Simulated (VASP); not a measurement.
# HfN (P6_3/mmc) in VASP: notebook, part 7 of 8

VASP 6.6.1. The steps go on from the part before.

## Step 77: Equation of state, PBE, 11.17 Å³/atom

INCAR

```
SYSTEM = HfN
PREC = Accurate ; ENCUT = 650
EDIFF = 1E-6 ; ISMEAR = 0
SIGMA = 0.05 ; LREAL = .FALSE.
LASPH = .TRUE. ; NELM = 100
ALGO = Normal ; ISIF = 2
LWAVE = .FALSE. ; LCHARG = .FALSE.
GGA = PE ; ADDGRID = .FALSE.
```

KPOINTS

```
regular mesh
0
G
  5 5 3
  0 0 0
```

POSCAR

```
HfN
1.0
    3.1022502209      0.0000000000      0.0000000000
   -1.5511251105      2.6866275002      0.0000000000
    0.0000000000      0.0000000000      5.3620491535
Hf N
2 2
Direct
    0.3333333333      0.6666666667      0.2500000000
    0.6666666667      0.3333333333      0.7500000000
    0.0000000000      0.0000000000      0.5000000000
    0.0000000000      0.0000000000      0.0000000000
```

The run is started by

```
$ cat potpaw_PBE.64/Hf_pv/POTCAR potpaw_PBE.64/N/POTCAR > POTCAR
$ mpirun -np 1 vasp_std > vasp.out
```

Run time: 18 s. Hardware: 1 thread of Intel Xeon Platinum 8488C (Sapphire Rapids), shared host; peak memory 0.18 GiB.

The run converged, but some of its settings lie outside the range that counts as converged, so its numbers aren't taken as properties of the crystal.

What came out:

| Property | Result |
| --- | --- |
| Free energy | -43.3865 eV |
| Pressure | 12.6 GPa |
| Band gap on the k mesh | none (metal or under the smearing width) |

Caveat: the k mesh is coarse (spacing up to 0.47 Å⁻¹), so the values aren't converged.

## Step 78: Equation of state, PBE, 11.86 Å³/atom

INCAR is that of step 77.

KPOINTS is that of step 77.

POSCAR

```
HfN
1.0
    3.1649388323      0.0000000000      0.0000000000
   -1.5824694162      2.7409174302      0.0000000000
    0.0000000000      0.0000000000      5.4704025717
Hf N
2 2
Direct
    0.3333333333      0.6666666667      0.2500000000
    0.6666666667      0.3333333333      0.7500000000
    0.0000000000      0.0000000000      0.5000000000
    0.0000000000      0.0000000000      0.0000000000
```

Potentials or basis: VASP PAW PBE potentials, release 64 (Hf_pv, N).

The run is started by

```
$ cat potpaw_PBE.64/Hf_pv/POTCAR potpaw_PBE.64/N/POTCAR > POTCAR
$ mpirun -np 1 vasp_std > vasp.out
```

Run time: 18 s. Hardware: 1 thread of Intel Xeon Platinum 8488C (Sapphire Rapids), shared host; peak memory 0.18 GiB.

The run converged, but some of its settings lie outside the range that counts as converged, so its numbers aren't taken as properties of the crystal.

Results:

| Property | Result |
| --- | --- |
| Free energy | -43.4550 eV |
| Pressure | -4.3 GPa |
| Band gap on the k mesh | none (metal or under the smearing width) |

Caveat: the k mesh is coarse (spacing up to 0.46 Å⁻¹), so the values aren't converged.

## Step 79: Equation of state, PBE, 11.17 Å³/atom

Changes to INCAR since step 78:

```diff
@@ -1,3 +1,3 @@
 SYSTEM = HfN
-PREC = Accurate ; ENCUT = 650
+PREC = Accurate ; ENCUT = 520
 EDIFF = 1E-6 ; ISMEAR = 0
```

KPOINTS

```
regular mesh
0
G
  6 6 3
  0 0 0
```

POSCAR

```
HfN
1.0
    3.1022502209      0.0000000000      0.0000000000
   -1.5511251105      2.6866275002      0.0000000000
    0.0000000000      0.0000000000      5.3620491535
Hf N
2 2
Direct
    0.3333333333      0.6666666667      0.2500000000
    0.6666666667      0.3333333333      0.7500000000
    0.0000000000      0.0000000000      0.5000000000
    0.0000000000      0.0000000000      0.0000000000
```

The run is started by

```
$ cat potpaw_PBE.64/Hf_pv/POTCAR potpaw_PBE.64/N/POTCAR > POTCAR
$ mpirun -np 1 vasp_std > vasp.out
```

Run time: 15 s. Hardware: 1 thread of Intel Xeon Platinum 8488C (Sapphire Rapids), shared host; peak memory 0.15 GiB.

These settings aren't checked as converged: the numbers below hold their error.

What came out:

| Quantity | Value |
| --- | --- |
| Free energy | -43.3355 eV |
| Pressure | 12.7 GPa |
| Band gap on the k mesh | none (metal or under the smearing width) |

Caveat: the k mesh is coarse (spacing up to 0.39 Å⁻¹), so the values aren't converged.

## Step 80: Equation of state, PBE, 11.86 Å³/atom

INCAR is that of step 79.

KPOINTS is that of step 79.

POSCAR

```
HfN
1.0
    3.1649388323      0.0000000000      0.0000000000
   -1.5824694162      2.7409174302      0.0000000000
    0.0000000000      0.0000000000      5.4704025717
Hf N
2 2
Direct
    0.3333333333      0.6666666667      0.2500000000
    0.6666666667      0.3333333333      0.7500000000
    0.0000000000      0.0000000000      0.5000000000
    0.0000000000      0.0000000000      0.0000000000
```

The run is started by

```
$ cat potpaw_PBE.64/Hf_pv/POTCAR potpaw_PBE.64/N/POTCAR > POTCAR
$ mpirun -np 1 vasp_std > vasp.out
```

It took 17 s on 1 thread of Intel Xeon Platinum 8488C (Sapphire Rapids), shared host; peak memory 0.16 GiB.

These settings aren't checked as converged: the numbers below hold their error.

Results:

```
Free energy            : -43.4036 eV
Pressure               : -4.2 GPa
Band gap on the k mesh : none (metal or under the smearing width)
```

Caveat: the k mesh is coarse (spacing up to 0.38 Å⁻¹), so the values aren't converged.

## Step 81: Equation of state, PBE, 11.17 Å³/atom

Changes to INCAR since step 80:

```diff
@@ -1,3 +1,3 @@
 SYSTEM = HfN
-PREC = Accurate ; ENCUT = 520
+PREC = Accurate ; ENCUT = 400
 EDIFF = 1E-6 ; ISMEAR = 0
```

KPOINTS

```
regular mesh
0
G
  7 7 4
  0 0 0
```

POSCAR

```
HfN
1.0
    3.1022502209      0.0000000000      0.0000000000
   -1.5511251105      2.6866275002      0.0000000000
    0.0000000000      0.0000000000      5.3620491535
Hf N
2 2
Direct
    0.3333333333      0.6666666667      0.2500000000
    0.6666666667      0.3333333333      0.7500000000
    0.0000000000      0.0000000000      0.5000000000
    0.0000000000      0.0000000000      0.0000000000
```

Potentials or basis: VASP PAW PBE potentials, release 64 (Hf_pv, N).

The run is started by

```
$ cat potpaw_PBE.64/Hf_pv/POTCAR potpaw_PBE.64/N/POTCAR > POTCAR
$ mpirun -np 1 vasp_std > vasp.out
```

It took 14 s on 1 thread of Intel Xeon Platinum 8488C (Sapphire Rapids), shared host; peak memory 0.14 GiB.

The run converged, but some of its settings lie outside the range that counts as converged, so its numbers aren't taken as properties of the crystal.

What came out:

| Quantity | Value |
| --- | --- |
| Free energy | -43.3085 eV |
| Band gap on the k mesh | none (metal or under the smearing width) |

Caveat: the cutoff is under 1.25 times the usual one of these potentials, so pressure, stress and relaxed cells hold a basis-set (Pulay) error.

## Step 82: Equation of state, PBE, 11.86 Å³/atom

INCAR is that of step 81.

KPOINTS is that of step 81.

POSCAR

```
HfN
1.0
    3.1649388323      0.0000000000      0.0000000000
   -1.5824694162      2.7409174302      0.0000000000
    0.0000000000      0.0000000000      5.4704025717
Hf N
2 2
Direct
    0.3333333333      0.6666666667      0.2500000000
    0.6666666667      0.3333333333      0.7500000000
    0.0000000000      0.0000000000      0.5000000000
    0.0000000000      0.0000000000      0.0000000000
```

The run is started by

```
$ cat potpaw_PBE.64/Hf_pv/POTCAR potpaw_PBE.64/N/POTCAR > POTCAR
$ mpirun -np 1 vasp_std > vasp.out
```

It took 15 s on 1 thread of Intel Xeon Platinum 8488C (Sapphire Rapids), shared host; peak memory 0.15 GiB.

These settings aren't checked as converged: the numbers below hold their error.

Results:

* Free energy: -43.3845 eV
* Band gap on the k mesh: none (metal or under the smearing width)

Caveat: the cutoff is under 1.25 times the usual one of these potentials, so pressure, stress and relaxed cells hold a basis-set (Pulay) error.

## Step 83: Equation of state, PBE, 11.17 Å³/atom

Changes to INCAR since step 82:

```diff
@@ -1,3 +1,3 @@
 SYSTEM = HfN
-PREC = Accurate ; ENCUT = 400
+PREC = Accurate ; ENCUT = 460
 EDIFF = 1E-6 ; ISMEAR = 0
```

KPOINTS is that of step 82.

POSCAR

```
HfN
1.0
    3.1022502209      0.0000000000      0.0000000000
   -1.5511251105      2.6866275002      0.0000000000
    0.0000000000      0.0000000000      5.3620491535
Hf N
2 2
Direct
    0.3333333333      0.6666666667      0.2500000000
    0.6666666667      0.3333333333      0.7500000000
    0.0000000000      0.0000000000      0.5000000000
    0.0000000000      0.0000000000      0.0000000000
```

The run is started by

```
$ cat potpaw_PBE.64/Hf_pv/POTCAR potpaw_PBE.64/N/POTCAR > POTCAR
$ mpirun -np 1 vasp_std > vasp.out
```

It took 17 s on 1 thread of Intel Xeon Platinum 8488C (Sapphire Rapids), shared host; peak memory 0.16 GiB.

The run converged, but some of its settings lie outside the range that counts as converged, so its numbers aren't taken as properties of the crystal.

What came out:

```
Free energy            : -43.3130 eV
Pressure               : 12.5 GPa
Band gap on the k mesh : none (metal or under the smearing width)
```

Caveat: the cutoff is under 1.25 times the usual one of these potentials, so pressure, stress and relaxed cells hold a basis-set (Pulay) error.

## Step 84: Equation of state, PBE, 11.86 Å³/atom

INCAR is that of step 83.

KPOINTS is that of step 83.

POSCAR

```
HfN
1.0
    3.1649388323      0.0000000000      0.0000000000
   -1.5824694162      2.7409174302      0.0000000000
    0.0000000000      0.0000000000      5.4704025717
Hf N
2 2
Direct
    0.3333333333      0.6666666667      0.2500000000
    0.6666666667      0.3333333333      0.7500000000
    0.0000000000      0.0000000000      0.5000000000
    0.0000000000      0.0000000000      0.0000000000
```

Potentials or basis: VASP PAW PBE potentials, release 64 (Hf_pv, N).

The run is started by

```
$ cat potpaw_PBE.64/Hf_pv/POTCAR potpaw_PBE.64/N/POTCAR > POTCAR
$ mpirun -np 1 vasp_std > vasp.out
```

Run time: 17 s. Hardware: 1 thread of Intel Xeon Platinum 8488C (Sapphire Rapids), shared host; peak memory 0.15 GiB.

These settings aren't checked as converged: the numbers below hold their error.

Results:

```yaml
Free_energy: -43.3867 eV
Pressure: -4.4 GPa
Band_gap_on_the_k_mesh: none (metal or under the smearing width)
```

Caveat: the cutoff is under 1.25 times the usual one of these potentials, so pressure, stress and relaxed cells hold a basis-set (Pulay) error.

## Step 85: Equation of state, PBE, 11.17 Å³/atom

Changes to INCAR since step 84:

```diff
@@ -2,3 +2,3 @@
 PREC = Accurate ; ENCUT = 460
-EDIFF = 1E-6 ; ISMEAR = 0
+EDIFF = 1E-6 ; ISMEAR = -5
 SIGMA = 0.05 ; LREAL = .FALSE.
```

KPOINTS is that of step 84.

POSCAR

```
HfN
1.0
    3.1022502209      0.0000000000      0.0000000000
   -1.5511251105      2.6866275002      0.0000000000
    0.0000000000      0.0000000000      5.3620491535
Hf N
2 2
Direct
    0.3333333333      0.6666666667      0.2500000000
    0.6666666667      0.3333333333      0.7500000000
    0.0000000000      0.0000000000      0.5000000000
    0.0000000000      0.0000000000      0.0000000000
```

The run is started by

```
$ cat potpaw_PBE.64/Hf_pv/POTCAR potpaw_PBE.64/N/POTCAR > POTCAR
$ mpirun -np 1 vasp_std > vasp.out
```

It took 16 s on 1 thread of Intel Xeon Platinum 8488C (Sapphire Rapids), shared host; peak memory 0.16 GiB.

The run converged, but some of its settings lie outside the range that counts as converged, so its numbers aren't taken as properties of the crystal.

What came out:

| Quantity | Value |
| --- | --- |
| Free energy | -43.3264 eV |
| Pressure | 12.4 GPa |
| Band gap on the k mesh | none (metal or under the smearing width) |

Caveat: the cutoff is under 1.25 times the usual one of these potentials, so pressure, stress and relaxed cells hold a basis-set (Pulay) error; tetrahedron occupations give inexact forces and stress in metals.

## Step 86: Equation of state, PBE, 11.86 Å³/atom

INCAR is that of step 85.

KPOINTS is that of step 85.

POSCAR

```
HfN
1.0
    3.1649388323      0.0000000000      0.0000000000
   -1.5824694162      2.7409174302      0.0000000000
    0.0000000000      0.0000000000      5.4704025717
Hf N
2 2
Direct
    0.3333333333      0.6666666667      0.2500000000
    0.6666666667      0.3333333333      0.7500000000
    0.0000000000      0.0000000000      0.5000000000
    0.0000000000      0.0000000000      0.0000000000
```

The run is started by

```
$ cat potpaw_PBE.64/Hf_pv/POTCAR potpaw_PBE.64/N/POTCAR > POTCAR
$ mpirun -np 1 vasp_std > vasp.out
```

Run time: 19 s. Hardware: 1 thread of Intel Xeon Platinum 8488C (Sapphire Rapids), shared host; peak memory 0.16 GiB.

These settings aren't checked as converged: the numbers below hold their error.

Results:

```
Free energy            : -43.3985 eV
Pressure               : -4.5 GPa
Band gap on the k mesh : none (metal or under the smearing width)
```

Caveat: the cutoff is under 1.25 times the usual one of these potentials, so pressure, stress and relaxed cells hold a basis-set (Pulay) error; tetrahedron occupations give inexact forces and stress in metals.

## Step 87: Equation of state, PBE, 11.17 Å³/atom

INCAR

```
SYSTEM = HfN
PREC = Accurate ; ENCUT = 900
EDIFF = 1E-6 ; ISMEAR = 0
SIGMA = 0.05 ; LREAL = .FALSE.
LASPH = .TRUE. ; NELM = 100
ALGO = Normal ; ISIF = 2
LWAVE = .FALSE. ; LCHARG = .FALSE.
GGA = PE ; ADDGRID = .FALSE.
```

KPOINTS

```
regular mesh
0
G
  5 5 3
  0 0 0
```

POSCAR

```
HfN
1.0
    3.1022502209      0.0000000000      0.0000000000
   -1.5511251105      2.6866275002      0.0000000000
    0.0000000000      0.0000000000      5.3620491535
Hf N
2 2
Direct
    0.3333333333      0.6666666667      0.2500000000
    0.6666666667      0.3333333333      0.7500000000
    0.0000000000      0.0000000000      0.5000000000
    0.0000000000      0.0000000000      0.0000000000
```

Potentials or basis: VASP PAW PBE potentials, release 64 (Hf_pv, N).

The run is started by

```
$ cat potpaw_PBE.64/Hf_pv/POTCAR potpaw_PBE.64/N/POTCAR > POTCAR
$ mpirun -np 1 vasp_std > vasp.out
```

Run time: 23 s. Hardware: 1 thread of Intel Xeon Platinum 8488C (Sapphire Rapids), shared host; peak memory 0.21 GiB.

The run converged, but some of its settings lie outside the range that counts as converged, so its numbers aren't taken as properties of the crystal.

What came out:

```
Free energy            : -43.3928 eV
Pressure               : 12.9 GPa
Band gap on the k mesh : none (metal or under the smearing width)
```

Caveat: the k mesh is coarse (spacing up to 0.47 Å⁻¹), so the values aren't converged.

## Step 88: Equation of state, PBE, 11.86 Å³/atom

INCAR is that of step 87.

KPOINTS is that of step 87.

POSCAR

```
HfN
1.0
    3.1649388323      0.0000000000      0.0000000000
   -1.5824694162      2.7409174302      0.0000000000
    0.0000000000      0.0000000000      5.4704025717
Hf N
2 2
Direct
    0.3333333333      0.6666666667      0.2500000000
    0.6666666667      0.3333333333      0.7500000000
    0.0000000000      0.0000000000      0.5000000000
    0.0000000000      0.0000000000      0.0000000000
```

The run is started by

```
$ cat potpaw_PBE.64/Hf_pv/POTCAR potpaw_PBE.64/N/POTCAR > POTCAR
$ mpirun -np 1 vasp_std > vasp.out
```

Run time: 22 s. Hardware: 1 thread of Intel Xeon Platinum 8488C (Sapphire Rapids), shared host; peak memory 0.23 GiB.

These settings aren't checked as converged: the numbers below hold their error.

Results:

| Quantity | Value |
| --- | --- |
| Free energy | -43.4617 eV |
| Pressure | -4.1 GPa |
| Band gap on the k mesh | none (metal or under the smearing width) |

Caveat: the k mesh is coarse (spacing up to 0.46 Å⁻¹), so the values aren't converged.

## Step 89: Equation of state, PBE, 11.17 Å³/atom

Changes to INCAR since step 88:

```diff
@@ -1,3 +1,3 @@
 SYSTEM = HfN
-PREC = Accurate ; ENCUT = 900
+PREC = Accurate ; ENCUT = 520
 EDIFF = 1E-6 ; ISMEAR = 0
```

KPOINTS

```
regular mesh
0
G
  7 7 4
  0 0 0
```

POSCAR

```
HfN
1.0
    3.1022502209      0.0000000000      0.0000000000
   -1.5511251105      2.6866275002      0.0000000000
    0.0000000000      0.0000000000      5.3620491535
Hf N
2 2
Direct
    0.3333333333      0.6666666667      0.2500000000
    0.6666666667      0.3333333333      0.7500000000
    0.0000000000      0.0000000000      0.5000000000
    0.0000000000      0.0000000000      0.0000000000
```

The run is started by

```
$ cat potpaw_PBE.64/Hf_pv/POTCAR potpaw_PBE.64/N/POTCAR > POTCAR
$ mpirun -np 1 vasp_std > vasp.out
```

It took 18 s on 1 thread of Intel Xeon Platinum 8488C (Sapphire Rapids), shared host; peak memory 0.16 GiB.

These settings aren't checked as converged: the numbers below hold their error.

What came out:

```
Free energy            : -43.3089 eV
Pressure               : 13.1 GPa
Band gap on the k mesh : none (metal or under the smearing width)
```

## Step 90: Equation of state, PBE, 11.86 Å³/atom

INCAR is that of step 89.

KPOINTS is that of step 89.

POSCAR

```
HfN
1.0
    3.1649388323      0.0000000000      0.0000000000
   -1.5824694162      2.7409174302      0.0000000000
    0.0000000000      0.0000000000      5.4704025717
Hf N
2 2
Direct
    0.3333333333      0.6666666667      0.2500000000
    0.6666666667      0.3333333333      0.7500000000
    0.0000000000      0.0000000000      0.5000000000
    0.0000000000      0.0000000000      0.0000000000
```

Potentials or basis: VASP PAW PBE potentials, release 64 (Hf_pv, N).

The run is started by

```
$ cat potpaw_PBE.64/Hf_pv/POTCAR potpaw_PBE.64/N/POTCAR > POTCAR
$ mpirun -np 1 vasp_std > vasp.out
```

It took 18 s on 1 thread of Intel Xeon Platinum 8488C (Sapphire Rapids), shared host; peak memory 0.16 GiB.

The run converged, but some of its settings lie outside the range that counts as converged, so its numbers aren't taken as properties of the crystal.

What came out:

| Quantity | Value |
| --- | --- |
| Free energy | -43.3819 eV |
| Pressure | -3.9 GPa |
| Band gap on the k mesh | none (metal or under the smearing width) |

## Step 91: Equation of state, PBE, 11.17 Å³/atom

Changes to INCAR since step 90:

```diff
@@ -1,3 +1,3 @@
 SYSTEM = HfN
-PREC = Accurate ; ENCUT = 520
+PREC = Low ; ENCUT = 520
 EDIFF = 1E-6 ; ISMEAR = 0
```

KPOINTS is that of step 90.

POSCAR

```
HfN
1.0
    3.1022502209      0.0000000000      0.0000000000
   -1.5511251105      2.6866275002      0.0000000000
    0.0000000000      0.0000000000      5.3620491535
Hf N
2 2
Direct
    0.3333333333      0.6666666667      0.2500000000
    0.6666666667      0.3333333333      0.7500000000
    0.0000000000      0.0000000000      0.5000000000
    0.0000000000      0.0000000000      0.0000000000
```

The run is started by

```
$ cat potpaw_PBE.64/Hf_pv/POTCAR potpaw_PBE.64/N/POTCAR > POTCAR
$ mpirun -np 1 vasp_std > vasp.out
```

It used 8.1 s of CPU time on 1 thread of Intel(R) Xeon(R) Platinum 8488C (Sapphire Rapids), with other jobs on the host, which was overloaded at the time.

The run converged, but some of its settings lie outside the range that counts as converged, so its numbers aren't taken as properties of the crystal.

What came out:

```yaml
Free_energy: -43.3102 eV
Pressure: 13.0 GPa
Band_gap_on_the_k_mesh: none (metal or under the smearing width)
```

## Step 92: Equation of state, PBE, 11.86 Å³/atom

INCAR is that of step 91.

KPOINTS is that of step 91.

POSCAR

```
HfN
1.0
    3.1649388323      0.0000000000      0.0000000000
   -1.5824694162      2.7409174302      0.0000000000
    0.0000000000      0.0000000000      5.4704025717
Hf N
2 2
Direct
    0.3333333333      0.6666666667      0.2500000000
    0.6666666667      0.3333333333      0.7500000000
    0.0000000000      0.0000000000      0.5000000000
    0.0000000000      0.0000000000      0.0000000000
```

The run is started by

```
$ cat potpaw_PBE.64/Hf_pv/POTCAR potpaw_PBE.64/N/POTCAR > POTCAR
$ mpirun -np 1 vasp_std > vasp.out
```

Run time: 14 s. Hardware: 1 thread of Intel Xeon Platinum 8488C (Sapphire Rapids), shared host; peak memory 0.12 GiB.

These settings aren't checked as converged: the numbers below hold their error.

What came out:

| Property | Result |
| --- | --- |
| Free energy | -43.3827 eV |
| Pressure | -3.9 GPa |
| Band gap on the k mesh | none (metal or under the smearing width) |

## Step 93: Equation of state, PBE, 11.17 Å³/atom

Changes to INCAR since step 92:

```diff
@@ -1,3 +1,3 @@
 SYSTEM = HfN
-PREC = Low ; ENCUT = 520
+PREC = Normal ; ENCUT = 520
 EDIFF = 1E-6 ; ISMEAR = 0
```

KPOINTS is that of step 92.

POSCAR

```
HfN
1.0
    3.1022502209      0.0000000000      0.0000000000
   -1.5511251105      2.6866275002      0.0000000000
    0.0000000000      0.0000000000      5.3620491535
Hf N
2 2
Direct
    0.3333333333      0.6666666667      0.2500000000
    0.6666666667      0.3333333333      0.7500000000
    0.0000000000      0.0000000000      0.5000000000
    0.0000000000      0.0000000000      0.0000000000
```

Potentials or basis: VASP PAW PBE potentials, release 64 (Hf_pv, N).

The run is started by

```
$ cat potpaw_PBE.64/Hf_pv/POTCAR potpaw_PBE.64/N/POTCAR > POTCAR
$ mpirun -np 1 vasp_std > vasp.out
```

Wall time 14 s (1 thread of Intel Xeon Platinum 8488C (Sapphire Rapids), shared host); peak memory 0.13 GiB.

These settings aren't checked as converged: the numbers below hold their error.

What came out:

- Free energy: -43.3088 eV
- Pressure: 13.1 GPa
- Band gap on the k mesh: none (metal or under the smearing width)

## Step 94: Equation of state, PBE, 11.86 Å³/atom

INCAR is that of step 93.

KPOINTS is that of step 93.

POSCAR

```
HfN
1.0
    3.1649388323      0.0000000000      0.0000000000
   -1.5824694162      2.7409174302      0.0000000000
    0.0000000000      0.0000000000      5.4704025717
Hf N
2 2
Direct
    0.3333333333      0.6666666667      0.2500000000
    0.6666666667      0.3333333333      0.7500000000
    0.0000000000      0.0000000000      0.5000000000
    0.0000000000      0.0000000000      0.0000000000
```

The run is started by

```
$ cat potpaw_PBE.64/Hf_pv/POTCAR potpaw_PBE.64/N/POTCAR > POTCAR
$ mpirun -np 1 vasp_std > vasp.out
```

It took 15 s on 1 thread of Intel Xeon Platinum 8488C (Sapphire Rapids), shared host; peak memory 0.14 GiB.

These settings aren't checked as converged: the numbers below hold their error.

What came out:

* Free energy: -43.3819 eV
* Pressure: -3.9 GPa
* Band gap on the k mesh: none (metal or under the smearing width)

[end of part 7 of 8]
